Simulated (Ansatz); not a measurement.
A strain series on InAs (zincblende): uniaxial along x, other directions held

InAs in the zincblende structure, relaxed with r2SCAN in the plane-wave code Ansatz, then strained (uniaxial along x, other directions held; changes of length per length, axes as in the cell below) with the atoms relaxed again within the symmetry that is left. The symmetry is F-43m (No. 216, cubic); a = 6.109 Å in the conventional setting, 28.50 Å³ an atom. Around In lie 4 As at 2.65 Å; around As lie 4 In at 2.65 Å. Calculated for a static, non-magnetic cell.

```yaml
crystal:
  lattice:
    - [0.00000, 3.05459, 3.05459]
    - [3.05459, 0.00000, 3.05459]
    - [3.05459, 3.05459, 0.00000]
  atoms:
    - { symbol: In, position: [0.00000, 0.00000, 0.00000] }
    - { symbol: As, position: [0.25000, 0.25000, 0.25000] }
```

Gaps are the least over each mesh (HSE06 6×6×6 when unstrained) and the special points, which keep their unstrained names.

```tsv
strain (%)	gap, HSE06 (eV)	edges, HSE06
-2.88	0.431	Γ
-1.0	0.384	Γ
0.0	0.358	Γ
+1.12	0.273	Γ
+1.92	0.211	Γ
```

Task: Estimate the row for a strain of -5.7 %.

Result:
```tsv
strain (%)	gap, HSE06 (eV)	edges, HSE06
-5.7	0.501	Γ
```

Between zero and the nearest strains the slope of the HSE06 gap against strain is -0.025 eV per percent for negative and -0.077 for positive strain.

Spin-orbit coupling is left out, which matters wherever the heavy atoms make up the band edges.

The meshes of the hybrids are coarse, so their gaps aren't converged to the digits shown.
